Why does the electric field gradient at the nucleus change sign among metals that share one crystal structure? The gradient splits the levels of a quadrupolar nucleus, so nuclear resonance can use it to probe the surroundings of an atom. All five metals here are hexagonal close-packed, with the gradient's main axis along the stacking direction c. Yet Ti and Ir have large positive values, Ru a large negative one, and Co and Ni small negative ones.

Ansatz 0.2.0, all-electron PAW (datasets and cutoff made for each crystal), PBE, scalar-relativistic; Gaussian nuclei, smearing 0.03 to 0.08 eV, k points times cell length 33 to 36 angstrom along c; parallel spin start on magnetic elements; fixed cells. Charges: frozen-core PAW, same cells. Rows: the elements, space group P6_3/mmc (194), 2 atoms in the cell. Vzz: largest principal field gradient. Loewdin populations on the free atom's shells.

| element | Z | group | period | cell | volume (Å³/atom) | c/a | shortest distance from M (Å) | Vzz at M (1e21 V/m^2) | outer d electrons on M (e) | largest site moment (muB) |
| --- | --- | --- | --- | --- | --- | --- | --- | --- | --- | --- |
| Ti | 22 | 4 | 4 | measured cell (COD) | 17.66 | 1.588 | 2.90 | 1.80 | 3.00 | none |
| Co | 27 | 9 | 4 | relaxed with PAW | 10.87 | 1.616 | 2.48 | -0.26 | 7.84 | 1.70 |
| Ni | 28 | 10 | 4 | relaxed with PAW | 10.93 | 1.644 | 2.48 | -0.37 | 8.83 | 0.69 |
| Ru | 44 | 8 | 5 | measured cell (COD) | 13.57 | 1.582 | 2.65 | -1.02 | 7.17 | none |
| Ir | 77 | 9 | 6 | relaxed with PAW | 14.56 | 1.620 | 2.73 | 1.30 | 7.84 | none |

Neither of the two obvious descriptors settles the sign. Ti and Ru are flattened almost equally, with c/a of 1.588 and 1.582, and their gradients are opposite. Co and Ir have the same number of outer d electrons and nearly the same c/a, and again the signs differ. The explanation has to lie in something that the shape of the cell and the total d charge both hide.

**What the lattice alone would give.** The simplest model puts a positive point ion on each site in a uniform sea of electrons. Neighbours along c make $V_{zz}$, the second derivative of the potential along c, positive; neighbours in the basal plane make it negative. At the ideal c/a of 1.633 the two groups almost cancel. Flattening the cell tips the balance to positive, and stretching it, as in Ni, to negative.

Ti shows the size of this effect. With $a$ the edge in the basal plane and $V$ the volume per atom, $a^3 = 4V/(\sqrt{3}\,c/a) \approx 25.7$ Å$^3$. The lattice sum is $0.205/a^3$ per unit of ion charge, and the generous charge of 4 removes every valence electron from the ion:

$$V_{zz} \approx 4 \times 14.4 \times \frac{0.205}{25.7} \approx 0.46\ \text{V/Å}^2 = 0.046 \times 10^{21}\ \text{V/m}^2.$$

The computed value is 1.80 in the same unit of $10^{21}$ V/m$^2$, about 39 times larger. A possible remedy multiplies the lattice value by an amplification factor for the distortion of the ion's own shells. One common factor, fitted to all five metals including Ti, leaves an error as large as the typical gradient itself. The reason is visible in the signs: the lattice has the right one for Ti, Ni and Ir and the wrong one for Co and Ru. The output below gives the comparison.

**What makes the gradient.** The electrons of the atom itself are much closer to the nucleus than any neighbour, and a charge at distance $r$ counts as $1/r^3$. A spherical cloud gives no gradient, however dense it is. What counts is a slight surplus of p and d density along c or in the basal plane. Electrons are negative, so a surplus along c makes $V_{zz}$ negative and a surplus in the plane makes it positive.

A free ion with a single d electron is the simplest analogue. In the $z^2$ orbital, which points along c, the electron gives a negative gradient of size $(4/7)\langle r^{-3}\rangle$ in atomic units; in the flat $xy$ orbital it gives the same size with a positive sign. Five equally filled d orbitals cancel. The analogy ends where the metal fills all five orbitals partly and adds p electrons, which also weigh heavily close to the nucleus.

For Ti a rough recalled $\langle r^{-3}\rangle$ of 2 atomic units makes one such electron worth about $11 \times 10^{21}$ V/m$^2$. If d electrons alone were responsible, the computed gradient would need a surplus of order 0.1 electron in the flat orbitals. In the other four metals, by the same kind of rough estimate, an imbalance of about 0.01 to 0.04 electron would do. The total d charge cannot resolve such a surplus, because it adds up the orbitals whose differences matter.

**Why the sign changes.** Band theory supplies the next step. States at different heights in the d band have different shapes: some concentrate density along c, others in the plane. An empty d band adds no density and a full one adds a nearly spherical cloud, so the surplus depends on where filling stops. The p density mixed into these states changes with the filling too, and may matter as much as the d density. Ti stops early in its d band and Ru well past the middle, which is a plausible reason why the same flattening comes with opposite signs. The runs do not give the p and d shapes separately, so this is an argument and not a test.

Magnetism makes Co and Ir less alike than their equal d charges suggest. In Co the ten lowest valence bands of the majority spin end about 0.5 eV below the Fermi level. The run flags its band levels as unverified, but the frozen-core run puts the highest of these bands at the same average depth, about 0.9 eV below the Fermi level. The d states of that spin are nearly full, so most of the d shell's shape is expected to come from the minority spin. If the site moment is assigned to the d shell, that spin holds about $(7.84-1.70)/2 \approx 3.1$ of five possible d electrons. Ir was run without spin, as suits a non-magnetic metal, and holds about 3.9 in each. Filling therefore stops at different heights in the two metals, so different orbitals can decide the surplus.

Ni is the irregular case for this argument. Its minority spin holds about 4.1 d electrons, close to the filling of Ir, yet its gradient is negative. A possible reason is that the Ni cell is stretched while the Ir cell is flattened, which could reverse the surplus. That is a guess: both cells are close to ideal, where the hexagonal stacking itself also makes the surroundings non-cubic. Both metals also normally crystallise in a cubic structure, not in this one.

The size of the gradient is harder to explain. Co and Ni combine a nearly full majority spin with a nearly ideal cell, and their gradients are small. Ir is also nearly ideal in shape, but its d shell is partly filled in both spins, and its gradient is five times as large in size as that of Co. The 5d shell does have more weight near the nucleus, though by rough recalled values less than twice as much, so the rest must come from a larger surplus or from the p electrons, whose weight near the nucleus is not estimated here.

**What to do about it.** Do not convert a measured gradient in such a metal into a c/a ratio or an ion charge with a lattice formula. Calculate the electron density for the actual cell and magnetic state, and look at the p and d orbitals separately. The filling of each spin, the distortion of the cell and the reach of the valence shell towards the nucleus all matter, but these five rows give no quick rule for the sign, as Ni shows.

Treat the second digit with care. Gradients in metals can move by 10 % or more with the k mesh. A small gradient can be the remainder of larger parts that cancel, and may then move by more, so the order of Co and Ni is tentative. For Ru, a second calculation with more electrons treated as band electrons, and with different atomic datasets, keeps the sign but gives a value about 11 % smaller in size. The Ti run, too, treats only the four valence electrons of each atom as band electrons, but there a second calculation with twelve gives 1.83, within 2 % of the value in the table. Spin-orbit coupling is left out, which matters most for judging the exact value in Ir and to a lesser degree in Ru. Co and Ni were started with parallel spins only, and runs on magnets can end above the lowest state.

The analysis program printed:

```
Point-ion lattice against computed gradient:
  row  lattice sum (1/a^3)  bare lattice Vzz (1e21 V/m^2)  computed Vzz (1e21 V/m^2)  computed/bare
   Ti               0.2054                        0.04606                        1.8          39.08
   Co              0.08215                        0.06853                      -0.26         -3.794
   Ni             -0.04185                       -0.03925                      -0.37          9.427
   Ru               0.2317                         0.1347                      -1.02         -7.572
   Ir              0.06447                        0.04026                        1.3          32.29
rows where bare lattice has the right sign: 3
fit of Vzz on 5 rows: coefficient of bare -0.1942 +/- 7.4; rms 1.11, worst Ti -1.81, leave-one-out rms 1.66
rms of computed Vzz with no model (1e21 V/m^2): 1.111
Order of magnitude if d electrons alone made it:
  row  Vzz of one z2 electron (size; 1e21 V/m^2)  d imbalance needed (electrons)  share of n_d (%)
   Ti                                      11.11                          0.1621             5.403
   Co                                      33.32                        0.007804           0.09954
   Ni                                      38.87                        0.009519            0.1078
   Ru                                      27.76                         0.03674            0.5124
   Ir                                      55.53                         0.02341            0.2986
c/a of Ti less that of Ru: 0.006
Vzz of Ti less that of Ru (1e21 V/m^2): 2.82
c/a of Ir less that of Co: 0.004
Vzz of Ir less that of Co (1e21 V/m^2): 1.56
size of Vzz, Ir over Co: 5
ideal c/a: 1.633
Ru: second run smaller in size by (%): 11.47
Co: Fermi level above majority d bands (eV): 0.544
```
